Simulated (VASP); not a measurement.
# Γ, L and X conduction levels of zinc-blende CdTe across ten density functionals: common shift and changing spacing

An electron heated by a strong field in CdTe can leave the Γ valley only if it gains enough energy to reach the valleys near L or X. A functional that opens the band gap raises the Γ level, but it need not raise the other two equally, and a gap correction applied to the whole conduction band would then misplace them. For device models this affects the onset of intervalley transfer and the energy range in which a single-valley description holds. We compare the lowest empty levels at Γ, L and X for one fixed cell, each measured from the valence-band top of the same calculation, and ask whether their order or only their spacing depends on the functional.

## How the numbers were made

A cell from a diffraction database, the same for all rows. VASP 6.6.1, plane waves with PAW, cutoff 400 eV, no spin polarisation, no spin-orbit coupling. Levels are read at the symmetry points of a band path, from the valence-band top. EpsX marks an unscreened share α = 1/ε∞ of exact exchange. For all rows, k mesh: 4×4×4. All levels use the PAW data sets made with PBE.

Notes on method and selection:

- A valley minimum can lie off the symmetry point and below the level at it.
- Spin-orbit coupling is left out; it raises the valence-band top and so lowers all three levels by about the same amount.
- Runs that did not converge, have known faults or may not be shown are not listed, and runs on Ansatz's PAW sets soft_1 and soft_2 are kept to separate tables.

Columns:

- Γ valley (eV): lowest empty level at Γ.
- X valley (eV): lowest empty level at X.
- L valley (eV): lowest empty level at L.
- X − Γ (eV): level at X less level at Γ.

Input lines of one member:

```
PREC = Accurate
ENCUT = 400
EDIFF = 1E-06
NELM = 100
ISMEAR = 0
SIGMA = 0.02
LREAL = .FALSE.
ALGO = Normal
GGA = CA
NBANDS = 21
LORBIT = 11
KPAR = 4
```

Command (options for logging and memory left out): `mpirun -np 4 vasp_std`

## Results

| member | Γ valley (eV) | X valley (eV) | L valley (eV) | X − Γ (eV) |
| --- | --- | --- | --- | --- |
| LDA | 0.53 | 2.41 | 1.63 | 1.88 |
| PBE | 0.76 | ? | ? | ? |
| r2SCAN | 1.26 | 2.86 | 2.22 | 1.60 |
| PBE-EpsX (α = 0.11) | 1.38 | 3.17 | 2.44 | 1.78 |
| HSE03 | 1.39 | 3.10 | 2.44 | 1.71 |
| HSEsol | 1.45 | 3.17 | 2.54 | 1.72 |
| LAK | 1.46 | 2.85 | 2.37 | 1.40 |
| HSE06 | 1.58 | 3.29 | 2.64 | 1.71 |
| r2SCANh | 1.77 | 3.35 | 2.75 | 1.58 |
| TB-mBJ | 1.84 | 3.31 | 2.66 | 1.47 |

Cells marked ? are withheld until the estimate has been made.

Least-squares fits to the members shown, with x = Γ valley (eV); R² and errors in the fitted variable (y, or ln y where the fit is in ln y):

| y | members | fit | R² | rms residual | leave-one-out rms | the same for the mean of the others |
| --- | --- | --- | --- | --- | --- | --- |
| X valley (eV) | 9 | y = 2.022 + 0.7356 x | 0.85 | 0.11 | 0.13 | 0.32 |
| L valley (eV) | 9 | y = 1.200 + 0.8603 x | 0.95 | 0.073 | 0.097 | 0.35 |

## What drives the series

The order does not change among the nine complete rows: Γ is lowest, L follows and X is highest. The spacing does change. X − Γ runs from 1.88 eV in LDA to 1.40 eV in LAK, and L lies above Γ by between 2.66 − 1.84 = 0.82 eV (TB-mBJ) and 1.63 − 0.53 = 1.10 eV (LDA).

Across the rows, X rises by about 0.74 eV and L by about 0.86 eV for each eV gained at Γ. Part of this common motion comes from the shared zero, since lowering the valence-band top raises all three levels equally.

Exact exchange comes close to a rigid shift. From r2SCAN to r2SCANh, Γ rises by 1.77 − 1.26 = 0.51 eV and X by 3.35 − 2.86 = 0.49 eV. Exact exchange removes part of the self-interaction of the filled states and lowers them relative to the empty ones, whichever valley the empty state belongs to.

The gap alone does not fix the spacing. LAK and HSEsol agree at Γ within 0.01 eV, yet LAK puts L lower by 2.54 − 2.37 = 0.17 eV and X lower by 3.17 − 2.85 = 0.32 eV. A likely reason is that LAK, like r2SCAN and TB-mBJ, uses the kinetic-energy density, which responds to the local shape of the orbitals. The Γ state is s-like, with much of its charge close to the nuclei, whereas the X state has more p and d character and more charge between the atoms, so such a functional can shift them by different amounts. The use of PBE data sets for every functional may add to the difference.

For a device model, a rigid shift of the conduction band is therefore reasonable between a functional and its hybrid, but not between LDA and LAK. These spacings belong to the symmetry points; a valley minimum displaced from X or L would lie lower.

## Estimating the withheld member

Plain estimates from the members shown:

- PBE, fit at x = 0.76: 2.58 eV
- PBE, straight-line interpolation between LDA and r2SCAN: w = (0.76 − 0.53) / (1.26 − 0.53) = 0.315, so 2.41 + 0.315 × (2.86 − 2.41) = 2.55 eV

The closest relative of PBE in the table is PBE-EpsX, which adds a share of 0.11 of unscreened exact exchange to it. The pair r2SCAN and r2SCANh differs by a similar share, about a tenth, also unscreened, and shows how X follows Γ when exact exchange is added: 0.49 / 0.51 = 0.96.

Between PBE and PBE-EpsX the Γ level rises by 1.38 − 0.76 = 0.62 eV. Removing the corresponding rise at X gives 3.17 − 0.96 × 0.62 = 2.57 eV.

We prefer this route to the interpolation between LDA and r2SCAN (2.55 eV), because r2SCAN brings in the kinetic-energy density, which PBE lacks. The fit to all members gives 2.58 eV, but its leave-one-out error of 0.13 eV reflects the mixture of functional types.

The same ratio can be tried on HSE06, though there it is the range and share of exact exchange that change, not its presence. Starting from HSE03 it gives 3.10 + 0.96 × (1.58 − 1.39) = 3.28 eV, and from PBE-EpsX 3.17 + 0.96 × (1.58 − 1.38) = 3.36 eV, against the tabulated 3.29 eV. The misses are 0.01 and 0.07 eV, with a root mean square of 0.05 eV, which we take as the standard deviation.

**Committed estimate, PBE: X valley = 2.57 ± 0.05 eV.**

## Check

| member | Γ valley (eV) | X valley (eV) | L valley (eV) | X − Γ (eV) |
| --- | --- | --- | --- | --- |
| PBE | 0.76 | 2.59 | 1.80 | 1.83 |

| member | estimate | X valley (eV) | computed | estimate − computed | miss in error bars |
| --- | --- | --- | --- | --- | --- |
| PBE | committed | 2.57 | 2.59 | −0.02 | 0.4 |
| PBE | fit | 2.58 | 2.59 | −0.01 |  |
| PBE | interpolation | 2.55 | 2.59 | −0.04 |  |

The computed X level of PBE is 2.59 eV. Our estimate of 2.57 eV is 0.02 eV too low and well inside its error bar. The fit (2.58 eV) came slightly nearer and the interpolation (2.55 eV) slightly less near, but the three are too close together for this one result to rank them.

The argument that X nearly follows Γ when unscreened exact exchange is added did hold. From PBE to PBE-EpsX, X rises by 0.58 eV and Γ by 0.62 eV, a ratio of 0.58 / 0.62 = 0.94 against the 0.96 taken from the r2SCAN pair. The PBE pair also differs in the non-spherical terms inside the PAW spheres, whose effect we expect to be small.

Our remark that a functional and its hybrid differ by a rigid shift was too general. From PBE to HSE06, X − Γ falls by 1.83 − 1.71 = 0.12 eV, against 1.83 − 1.78 = 0.05 eV from PBE to PBE-EpsX. HSE06 contains a much larger share of exact exchange than PBE-EpsX, and the two falls are roughly in proportion to the shares. HSE06 also screens its exact exchange, but HSE03, which has the same share and differs only in how strongly it is screened, gives the same X − Γ of 1.71 eV. The larger share is therefore the likelier cause of the larger fall, though no pair in the table compares screened with unscreened exchange at equal share.

## Outliers

Least-squares fits to the whole series, with x = Γ valley (eV); R² and errors in the fitted variable (y, or ln y where the fit is in ln y):

| y | members | fit | R² | rms residual | leave-one-out rms | the same for the mean of the others |
| --- | --- | --- | --- | --- | --- | --- |
| X valley (eV) | 10 | y = 2.027 + 0.7321 x | 0.88 | 0.11 | 0.12 | 0.34 |
| L valley (eV) | 10 | y = 1.167 + 0.8809 x | 0.96 | 0.071 | 0.086 | 0.39 |

Largest departures from the fit to the whole series:

| member | X valley (eV) | fit | computed − fit | in rms residuals |
| --- | --- | --- | --- | --- |
| LAK | 2.85 | 3.10 | −0.25 | 2.3 |
| PBE-EpsX (α = 0.11) | 3.17 | 3.04 | +0.13 | 1.3 |
| HSE06 | 3.29 | 3.18 | +0.11 | 1.0 |
| r2SCAN | 2.86 | 2.95 | −0.09 | 0.8 |

LAK stands out, with X 0.25 eV below the fit, or 2.3 rms residuals. r2SCAN (−0.09 eV) departs in the same direction. Both functionals use the kinetic-energy density, which may raise the s-like Γ state more than the X state with its p and d character. That would give the right sign, but the orbital characters are not tabled, and the PBE data sets may contribute to the departure.

PBE-EpsX (+0.13 eV) and HSE06 (+0.11 eV) lie above the line for a simpler reason. PBE itself is almost on the line, whose slope is 0.73, while exact exchange moves X by 0.94 eV per eV at Γ on the way to PBE-EpsX. Over the 0.62 eV rise at Γ this gives (0.94 − 0.73) × 0.62 = 0.13 eV, which is the departure itself written as a difference of slopes. For HSE06 the ratio from PBE is 0.70 / 0.82 = 0.85, and (0.85 − 0.73) × 0.82 = 0.10 eV. These two departures therefore reflect a fit drawn through different kinds of functional, and they give no reason to suspect either calculation.

## What to take away

The three levels tend to move up together, but not rigidly. All ten functionals give the order Γ, L, X, while X − Γ varies from 1.40 to 1.88 eV. From the Γ level alone, a further functional of these kinds can be placed to about 0.12 eV at X and 0.09 eV at L.

For the share of thermal electrons in the side valleys the choice of functional hardly matters. Even the smallest L − Γ, 0.82 eV in TB-mBJ, is 0.82 / 0.026 = 32 times the thermal energy at room temperature, a Boltzmann factor of about 10⁻¹⁴. For hot electrons the choice does matter, because the energy needed to reach L ranges up to 1.10 eV.

Spin-orbit coupling would lower all three levels by about the same amount, so leaving it out affects the levels themselves but largely cancels in the spacings.

[Logs are printed without paths, hosts, clocks, repeated set-up lines and the standing remarks that a program may print on its own settings, such as how far it seeks lower states.]
